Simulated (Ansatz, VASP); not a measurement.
**Pd in VASP and in Ansatz**

```
Pd
1.0
     0.00000    1.91071    1.91071
     1.91071    0.00000    1.91071
     1.91071    1.91071    0.00000
Pd
1
Cartesian
  0.0000 0.0000 0.0000
```

Alike in both runs: functional PBEsol; k mesh 24 × 24 × 24; occupations fermi-dirac, width 0.1 eV; no spin polarisation.

Ansatz relaxed the structure, and its values are those at the end. VASP's run is a single point on that final structure, the one shown.

|  | VASP | Ansatz |
| --- | --- | --- |
| version | VASP 6.6.1 | Ansatz 0.2.0 |
| potentials or method | VASP PAW PBE potentials, release 64 (Pd) | PAW with Ansatz's default frozen-core files, scalar-relativistic |
| plane-wave cutoff (eV) | 520 | 420 |
| valence electrons in the cell | 10 | 18 |

```csv
,VASP,Ansatz,Ansatz less VASP
pressure (GPa),9.6,10.0,+0.41
```

The two sets of potentials don't hold the same shells in valence.

Caveats: the PAW data sets were made with another functional, which shifts forces and pressure a little (VASP).
